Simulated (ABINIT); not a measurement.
Runs of ABINIT 10.8.3 (patched build) on SnO. Symmetry: P4/nmm, No. 129, tetragonal system. The conventional cell has a = 3.814 Å, b = 3.814 Å, c = 4.887 Å, α = 90.00°, β = 90.00°, γ = 90.00°. Around Sn (site symmetry 4mm) lie 4 O at 2.23 Å. Around O (site symmetry -4m2) lie 4 Sn at 2.23 Å. The cell is a database's computed one.

```tsv
task	level	potentials or basis	cell	k mesh	cutoff (eV)	smearing	electron-positron correlation	fine-grid cutoff	cell freedom (optcell)	optimiser (ionmov)	cutoff smearing ecutsm (Ha)	gap on the mesh (eV)	pressure (GPa)	relaxed volume (Å³/atom)	largest force (eV/Å)
positron lifetime	LDA	JTH PAW LDA v2.0 sp	as given	5 × 5 × 4	517	fermi-dirac 0.05 eV	Sterne-Kaiser GGA	1034.03 eV	-	-	-	(b)	-2.9	-	0.09
relaxation of cell and atoms	PBEsol	PseudoDojo NC SR PBEsol v0.4.1 standard	relaxed	5 × 5 × 4	1143	fermi-dirac 0.05 eV	-	-	2	2	0.5	0.38	0.0	17.33	-
dielectric tensor	LDA	JTH PAW LDA v2.0 sp	as given	6 × 6 × 4, shifted	517	fixed	-	1034.03 eV	-	-	-	-	-2.9	-	0.09
relaxation of cell and atoms	LDA	PseudoDojo NC SR LDA v0.4.1 standard	relaxed	5 × 5 × 4	1143	fermi-dirac 0.05 eV	-	-	2	2	0.5	0.30	0.0	(a)	-
single point	LDA-Teter	PseudoDojo NC SR LDA v0.4.1 standard	as given	5 × 5 × 4	1143	fermi-dirac 0.05 eV	-	-	-	-	-	0.64	-2.9	-	0.19
one-shot levels of the hybrid HSE06	PBE	PseudoDojo NC SR PBE v0.4.1 standard	as given	4 × 4 × 4	1143	fixed	-	-	-	-	-	0.15	-	-	-
```

Alike in all rows: no spin polarisation.

Question: Fill in the values left out.

Answer: (a) 16.60; (b) 0.65.

Caveats: spin-orbit coupling is left out, which moves the levels of the heavy elements (some runs); an odd mesh through Γ misses points on the zone boundary, where band edges often lie (some runs); this set keeps more shells in the core, which shifts pressures and gaps (some runs); the PAW basis is incomplete for the positron (some runs); Libxc's HSE differs a little from that of other programs (some runs); this build's HSE levels may be imprecise (some runs).

A k mesh can miss the band edges, and the runs leave out spin-orbit coupling on Sn.

Not every run made on this cell is shown here.
